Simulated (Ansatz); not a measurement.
Runs of Ansatz 0.2.0 on Si2W. The structure is tetragonal, space group I4/mmm (No. 139). The conventional cell has a = 3.214 Å, b = 3.214 Å, c = 7.830 Å, α = 90.00°, β = 90.00°, γ = 90.00°. W (site symmetry 4/mmm) has 10 Si at 2.62 Å as nearest neighbours. Si (site symmetry 4mm) is surrounded by 5 Si at 2.59 to 2.63 Å and 5 W at 2.62 Å. 

```csv
task,level,cutoff (eV),basis error allowed,pressure (GPa),V0 of scaled cells (Å³/atom),B0 (GPa),largest force (eV/Å)
equation of state,PBE,-,0.001 eV/atom,-,13.67,(a),-
single point,PBE,239,0.001 eV/atom,3.3,-,-,0.07
equation of state,LDA,-,0.002 eV/atom,-,13.14,241,-
equation of state,PBEsol,-,0.002 eV/atom,-,13.36,(b),-
band structure,PBE,218,0.002 eV/atom,3.3,-,-,0.07
```

Alike in all rows: potentials or basis all-electron LAPW, scalar-relativistic; no spin polarisation; cell as given; k mesh 12 × 12 × 12; smearing fermi-dirac 0.05 eV.

Task: Fill in the values left out.

Result: (a) 220; (b) 234.

Caveats: the cell was scaled at fixed shape and fractional positions, which overstates the stiffness of a crystal with free parameters, most of all of layers and chains (some runs).

Not every run made on this cell is shown here.
